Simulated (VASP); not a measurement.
## Hf: relaxation of cell and atoms with r2SCAN

Hf:

```xyz
2
Lattice="3.1924 0.0000 0.0000 -1.5962 2.7647 0.0000 0.0000 0.0000 5.0450" Properties=species:S:1:pos:R:3 pbc="T T T"
Hf    0.0000    1.8431    1.2613
Hf    1.5962    0.9216    3.7838
```

- Program: VASP 6.6.1
- Task: relaxation of cell and atoms
- Functional: r2SCAN
- Potentials or basis: VASP PAW PBE potentials, release 64 (Hf_pv)
- Cutoff: 600 eV
- k mesh: 15 × 15 × 8
- Occupations: gaussian, width 0.1 eV
- Spin: no spin polarisation
- Further INCAR settings: ALGO = Normal; EDIFF = 1e-07; IBRION = 2; EDIFFG = -0.005; NSW = 90; ISIF = 3

- Relaxed volume: 22.23 Å³/atom
- Relaxed cell: a = 3.194 Å, b = 3.194 Å, c = 5.034 Å, α = 90.00°, β = 90.00°, γ = 120.00°
- Space group after relaxing (to 0.05 Å): P6_3/mmc (No. 194)
- Energy gained by relaxing: 0.1 meV/atom
- Ionic steps: 4
- Pressure after relaxing: 0.0 GPa
- Band gap on the k mesh: none (metal or under the smearing width)

Step by step:
```
step  energy change (eV)  largest force (eV/Å)  pressure (GPa)  volume (Å³)
   1              0.0000                0.0000           -0.18        44.53
   2             -0.0001                0.0000            0.22        44.37
   3             -0.0001                0.0000            0.06        44.43
   4             -0.0001                0.0000           -0.01        44.46
```

Final structure:
```yaml
crystal:
  lattice:
    - [3.19356, 0.00000, 0.00000]
    - [-1.59678, 2.76570, 0.00000]
    - [0.00000, 0.00000, 5.03369]
  atoms:
    - { symbol: Hf, position: [0.33333, 0.66667, 0.25000] }
    - { symbol: Hf, position: [0.66667, 0.33333, 0.75000] }
```

Levels at points of the mesh, in eV from the Fermi level:
| k point | band 7 | band 8 | band 9 | band 10 | band 11 | band 12 | band 13 | band 14 |
| --- | --- | --- | --- | --- | --- | --- | --- | --- |
| (0.00, 0.00, 0.00) | -7.79 | -3.87 | 0.44 | 1.31 | 1.31 | 1.66 | 2.20 | 2.20 |
| (0.00, 0.00, 0.50) | -5.71 | -5.71 | 0.15 | 0.15 | 1.20 | 1.20 | 1.20 | 1.20 |

Wall time 15 min on 1 thread of AMD EPYC 9R45 96-Core Processor (Zen 5), with other jobs on the host, peak memory 0.22 GiB.

Caveat: the PAW data sets were made with another functional, which shifts forces and pressure a little. Spin-orbit coupling is left out, which matters for the levels of Hf.
